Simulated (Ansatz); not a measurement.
**Au: how the settings move a single-point run**

Question: which choices in the input matter for Au?

The COD cell was measured well above room temperature, so it is larger than a cold one.

Program: Ansatz 0.2.0. Level of theory: reference: DFT, PBE, PAW with Ansatz's default frozen-core files, scalar-relativistic. These are calculated values, not measurements.

### 1 The structure to begin with

Symmetry: Fm-3m, No. 225, cubic system. The conventional cell has a = 4.008 Å, b = 4.008 Å, c = 4.008 Å, α = 90.00°, β = 90.00°, γ = 90.00°. Au (site symmetry m-3m) is surrounded by 12 Au at 2.83 Å.

As a file:

```xyz
1
Lattice="0.0000 2.0041 2.0041 2.0041 0.0000 2.0041 2.0041 2.0041 0.0000" Properties=species:S:1:pos:R:3 pbc="T T T"
Au    0.0000    0.0000    0.0000
```

### 2 Baseline

input.yaml reads:

```yaml
crystal:
  lattice:
    - [0.0, 2.004098596, 2.004098596]
    - [2.004098596, 0.0, 2.004098596]
    - [2.004098596, 2.004098596, 0.0]
  atoms:
    - { symbol: Au, position: [0.0, 0.0, 0.0] }
kpoints:
  mp_grid: { grid: [14, 14, 14] }
scf:
  occupations: { method: fermi_dirac, width: 0.08 }
hamiltonian:
  xc: pbe
  pseudopotentials: { kind: paw }
output:
  forces: true
  stress: true
  eigenvalues: true
  efg: { contact_densities: true }
  write_density: true
  write_potential: true
  elf: true
  volumetric_format: npy
```

Command:

```bash
$ ansatz run input.yaml --threads 1 --pin off --max-ram 2048MiB --backend cpu --events-out ev --progress --plain --runs-dir out
```

### 3 A further run, with the input changed

input.yaml, as its differences from that of step 2:

```diff
@@ -11,2 +11,3 @@
   occupations: { method: fermi_dirac, width: 0.08 }
+  convergence: { dr2_threshold: 0.0001 }
 hamiltonian:
@@ -14,2 +15,3 @@
   pseudopotentials: { kind: paw }
+  hubbard: { sites: [{ species: Au, l: d, u_eff: 3.0 }], double_counting: fll }
 output:
```

(Steps that only read results are left out.)

**Question.** What will these runs give? Wanted: for each run, ending; energy change; pressure; gap; force.

**Answer**, as computed:

```csv
run,ending,energy change,pressure (GPa),gap (eV),force (eV/Å),cycles,time
reference,converged,0,21.3,0.00,0.00,6,2.9 s
"1: dr2_threshold 0.0001, hubbard.sites [{species: Au, l: d, u_eff: 3.0}], hubbard.double_counting fll",converged,+329.9 meV/atom (U changed: no physical gain or loss),23.1,0.00,0.00,5,3.4 s
```

Residual by cycle in the longest SCF loop of each run; runs are numbered as in the table. The quantity is the density residual dr2, in eV.

```csv
cycle,reference,run 1
1,5.7e-5,0.513
2,1.8e-5,0.0185
3,3.0e-6,0.00344
4,1.2e-7,1.8e-4
5,2.5e-8,1.7e-6
6,4.7e-9,-
```

Changing the convergence setting and Hubbard U moves the energy by +329.9 meV/atom, and the pressure goes from 21.3 to 23.1 GPa. The U term adds an energy of its own, so the shift says nothing about which run is better. Cost: 5 SCF cycles against 6. A changed U is a change of model: its shifts are not errors of convergence. The structure is not at rest: the sound run finds 21 GPa, so these are no properties of the relaxed crystal. 
